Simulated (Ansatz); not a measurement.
SiO2: rattling a relaxed structure

It was reached by relaxing an invented guess, and it needn't be the stable form of this composition.

These are results of Ansatz, DFT PBE+D3(BJ), scalar-relativistic, plane waves, PAW, not measurements. Settings: cutoff 420 eV, Γ-centred mesh 12×12×4 on the computed 6-atom cell, Gaussian smearing of 0.02 eV; no spin polarisation.

The cell below (6 atoms, space group P6_3mc (No. 186)) is relaxed within its symmetry.

```
Si O
1.0
     2.68697    0.00000    0.00000
    -1.34349    2.32699    0.00000
     0.00000    0.00000    9.17126
Si O
2 4
Cartesian
  0.0000 1.5513 0.9273
  1.3435 0.7757 5.5130
  0.0000 0.0000 1.8422
  1.3435 0.7757 0.0119
  0.0000 0.0000 6.4279
  0.0000 1.5513 4.5975
```

For the test a repeat of it with 12 atoms (edges 2.69, 4.65, 9.17 Å) was strained at random (σ = 1.5 % a component), the atoms were moved at random (σ = 0.10 Å), and all was relaxed again on a coarse 6×4×2 mesh (in the run’s order of axes) with 0.10 eV smearing, with no symmetry imposed.

Problem. What happens?

Solution. It returns, within 1 meV/atom of the unmoved cell on that mesh and with the same symmetry when read at 0.1 Å (Cc at 0.01 Å, so small strains and shifts remain). No instability shows in this cell; modes of other wave vectors, which need another repeat, aren't tested.
